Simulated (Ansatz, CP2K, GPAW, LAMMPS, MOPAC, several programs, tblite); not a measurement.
**Si (4H polytype) from semi-empirical methods to plane-wave DFT**

Si built on the 4H polytype prototype, relaxed with r2SCAN in Ansatz, was computed with several methods. It is hexagonal, P6_3/mmc (No. 194); a = 3.840 Å, c = 12.624 Å in the conventional setting, 20.15 Å³ an atom. Around Si lie 4 Si at 2.35 Å; around Si lie 4 Si at 2.35–2.38 Å. The calculation is spin-unpolarised, and the structure need not be a phase that has been made.

```
Si
1.0
     3.84017    0.00000    0.00000
    -1.92009    3.32569    0.00000
     0.00000    0.00000   12.62367
Si
8
Cartesian
  0.0000 0.0000 0.0070
  0.0000 2.2171 3.1517
  0.0000 0.0000 6.3188
  1.9201 1.1086 9.4636
  0.0000 0.0000 2.3600
  0.0000 2.2171 5.5270
  0.0000 0.0000 8.6718
  1.9201 1.1086 11.8389
```

Gaps and times are for a single point on this cell; volume and bulk modulus come from each method's own relaxation or energy curve at fixed shape, which is too stiff where a cell has free coordinates or axes. Times are rough, from shared hosts (Arm Neoverse V1), and each method has its own mesh and cell size. A double dagger marks a value from a curve with shape and coordinates held. A star marks a curve whose lowest point is an end point. PM6 (MOPAC), PM7 (MOPAC), GFN1-xTB (tblite), GFN2-xTB (tblite) treat a cluster of cells at its zone centre, which samples few k points: where these miss a band edge, the gap comes out too large for that reason alone. Gaps from k meshes are read at a limited set of points (mesh, symmetry points, PBE's band edges), so each method's own least gap may be somewhat smaller. Force fields have no electrons; where one was fitted to this phase, its volume and modulus reflect the fit. xTB and the PM methods were fitted mostly to molecules, and can miss a solid's gap by electronvolts. Minimal bases can be far off for gaps. GLLB-SC's gap includes the derivative discontinuity. d marks a direct gap, i an indirect one (no mark: not told apart), a dash a value that wasn't computed or didn't pass its checks.

| method | kind | gap (eV) | own volume (Å³/atom) | bulk modulus (GPa) | atoms computed | processor time |
| --- | --- | --- | --- | --- | --- | --- |
| Si.tersoff (LAMMPS) | force field | – | 20.03 | 98‡ | 8 | 0.11 s |
| SiC_Erhart-Albe.tersoff (LAMMPS) | force field | – | 20.00 | 99‡ | 8 | 0.11 s |
| Si.sw (LAMMPS) | force field | – | 20.02 | 101‡ | 8 | 0.12 s |
| Si.edip (LAMMPS) | force field | – | 20.02 | – | 8 | 0.14 s |
| non-self-consistent DFTB (CP2K) | tight binding | 2.75 d | – | – | 8 | 0.64 s |
| light PBE (260 eV and a coarse mesh) | light plane-wave | 0.55 i | 20.47‡ | 88‡ | 8 | 2.5 s |
| GFN1-xTB (tblite) | tight binding | 0.51 | 22.22*‡ | 85*‡ | 72 | 4.4 s |
| GFN2-xTB (tblite) | tight binding | 1.64 | 19.66‡ | 120‡ | 72 | 6.7 s |
| PBE/SZV (CP2K) | small basis | 2.81 i | 21.33‡ | 88‡ | 8 | 10 s |
| PBE | semilocal | 0.57 i | 20.43 | 89‡ | 8 | 11 s |
| PM7 (MOPAC) | semi-empirical | 6.58 | 18.21*‡ | 186*‡ | 72 | 16 s |
| r2SCAN | semilocal | 0.76 i | 20.15 | 97‡ | 8 | 23 s |
| PBE/DZVP (CP2K) | small basis | 0.62 i | 20.39‡ | 89‡ | 8 | 25 s |
| GLLB-SC (GPAW) | model potential | 1.04 | – | – | 8 | 57 s |
| PM6 (MOPAC) | semi-empirical | 3.63 | – | – | 72 | 3 min |

Against r2SCAN (0.76 eV) and with closed or daggered gaps left aside, the nearest gap at the points sampled is that of PBE/DZVP (CP2K) (-0.14 eV) and the farthest that of PM7 (MOPAC) (+5.82 eV). r2SCAN is only a yardstick of convenience: semilocal gaps usually lie below measured ones, which GLLB-SC and hybrids aim to mend.

Volumes against r2SCAN's: Si.tersoff (LAMMPS) -0.6 %, SiC_Erhart-Albe.tersoff (LAMMPS) -0.8 %, Si.sw (LAMMPS) -0.6 %, Si.edip (LAMMPS) -0.7 %, PBE +1.4 %.

Relaxed on its own, the cell leaves this structure with non-self-consistent DFTB (CP2K), so no volume is listed.
